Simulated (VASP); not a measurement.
Here is a VASP 6.6.1 calculation.

POSCAR

```
Sn                                      
1.0
    0.0000000000      3.2685833788      3.2685833788
    3.2685833788      0.0000000000      3.2685833788
    3.2685833788      3.2685833788      0.0000000000
  Sn            
     2
Direct
     0.0000000000000000    0.0000000000000000    0.0000000000000000
     0.2500000000000000    0.2500000000000000    0.2500000000000000
```

INCAR.step1

```
ALGO = Normal ; EDIFF = 1E-5
ENCUT = 520 ; GGA = PE
GGA_COMPAT = False ; ISIF = 2
ISMEAR = 0 ; KPAR = 2
LASPH = True ; LCHARG = False
LORBIT = 11 ; LREAL = False
LSORBIT = True ; LWAVE = True
MAGMOM = 0 0 0 0 0 0 ; NBANDS = 42
NELM = 80 ; PREC = Accurate
SIGMA = 0.03
```

File INCAR.step2:

```
ALGO = Normal ; EDIFF = 1E-6
ENCUT = 520 ; GGA = PE
GGA_COMPAT = False ; HFSCREEN = 0.2
ISIF = 2 ; ISMEAR = 0
ISTART = 1 ; KPAR = 2
LASPH = True ; LCHARG = False
LHFCALC = True ; LORBIT = 11
LREAL = False ; LSORBIT = True
LWAVE = False ; MAGMOM = 0 0 0 0 0 0
NBANDS = 42 ; NELM = 80
PREC = Accurate ; PRECFOCK = Fast
SIGMA = 0.03
```

Contents of KPOINTS:

```
k-points
0
Gamma
  4 4 4
```

File KPOINTS_OPT:

```
explicit points
9
Reciprocal
 0.0000000000  0.0000000000  0.0000000000 1
 0.3750000000  0.3750000000  0.7500000000 1
 0.5000000000  0.5000000000  0.5000000000 1
 0.6250000000  0.2500000000  0.6250000000 1
 0.5000000000  0.2500000000  0.7500000000 1
 0.5000000000  0.0000000000  0.5000000000 1
 0.4000000000  0.0000000000  0.4000000000 1
 0.4250000000  0.0000000000  0.4250000000 1
 0.4500000000  0.0000000000  0.4500000000 1
```

Potentials or basis: VASP PAW PBE potentials, release 64 (Sn_d).

Command:

```bash
$ cat potpaw_PBE.64/Sn_d/POTCAR > POTCAR
$ cp INCAR.step1 INCAR
$ mpirun -np 2 vasp_ncl > vasp.out
$ cp INCAR.step2 INCAR
$ mpirun -np 2 vasp_ncl > vasp.out
```

(1) What does it give for the pressure?

## Answers

(1) 0.8 GPa.

Caveat: the k mesh is coarse (spacing up to 0.42 Å⁻¹), so the values aren't converged, least of all with exact exchange; the PAW data sets were made with another functional, which shifts forces and pressure a little.
